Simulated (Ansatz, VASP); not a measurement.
Given: the input of a run of Ansatz 0.2.0 on Ni. 

Contents of input.yaml:

```yaml
crystal:
  lattice:
    - [0.0, 1.737572933, 1.737572933]
    - [1.737572933, 0.0, 1.737572933]
    - [1.737572933, 1.737572933, 0.0]
  atoms:
    - { symbol: Ni, position: [0.0, 0.0, 0.0], spin: 1.0 }
hamiltonian:
  xc: pbe
  pseudopotentials: { kind: paw }
magnetization:
  spin_polarized: true
kpoints:
  mp_grid: { grid: [10, 10, 10] }
scf:
  occupations: { method: fermi_dirac, width: 0.05 }
output:
  forces: true
  stress: true
  eigenvalues: true
  write_density: true
  write_potential: true
  elf: true
  volumetric_format: npy
relax:
  f_tol: 0.01
  max_steps: 40
  cell: { stress_tol: 0.05 }
```

Potentials or basis: Ansatz PAW.

Command:

```console
$ ansatz run input.yaml --threads 2 --pin off --max-ram 5632MiB --backend cpu --events-out ev --progress --plain --runs-dir out
```

Problem. Translate it to VASP 6.6.1. Potentials or basis there: PBE PAW files Ni, 600 eV.

Solution. As run (cutoffs and basis follow the program's own potentials, and thresholds, step limits or extra output files can differ):

File INCAR:

```
  PREC = Accurate
  ENCUT = 600
  EDIFF = 1E-6
  ISMEAR = -1
  SIGMA = 0.05
  LREAL = F
  LASPH = T
  NELM = 150
  ALGO = Fast
  ISIF = 3
  LWAVE = F
  LCHARG = F
  ISPIN = 2
  MAGMOM = 1
  LORBIT = 11
  LMAXMIX = 4
  GGA = PE
  IBRION = 2
  NSW = 40
  EDIFFG = -0.005
```

File KPOINTS:

```
Automatic mesh
0
Gamma
  10 10 10
```

The input POSCAR:

```
Ni
1.0
    0.0000000000      1.7375729330      1.7375729330
    1.7375729330      0.0000000000      1.7375729330
    1.7375729330      1.7375729330      0.0000000000
Ni
1
Direct
    0.0000000000      0.0000000000      0.0000000000
```

Potentials or basis: VASP PAW PBE potentials, release 64 (Ni).

Command:

```console
$ cat potpaw_PBE.64/Ni/POTCAR > POTCAR
$ mpirun -np 1 vasp_std > vasp.out
```

Both were run:

|  | Ansatz | VASP |
| --- | --- | --- |
| Relaxed volume | 10.92 Å³/atom | 10.91 Å³/atom |
| Relaxed cell | a = 2.490 Å, b = 2.490 Å, c = 2.490 Å, α = 60.00°, β = 60.00°, γ = 60.00° | a = 2.489 Å, b = 2.489 Å, c = 2.489 Å, α = 60.00°, β = 60.00°, γ = 60.00° |
| Space group after relaxing | Fm-3m (No. 225) | Fm-3m (No. 225) |
| Pressure after relaxing | 0.0 GPa | 0.1 GPa |
| Net moment | 0.72 μB per cell | 0.71 μB per cell |

Ansatz's pressure holds a Pulay term of +0.06 GPa for its cutoff of 420 eV, which the other run lacks.

The potentials hold 18 and 10 valence electrons a cell.

Where Ansatz's input types no cutoff or centring, it takes its own default and a Γ-centred mesh.

The magnetic state is the one that the start led to; the real crystal's order can differ.

Pressure is positive in compression.
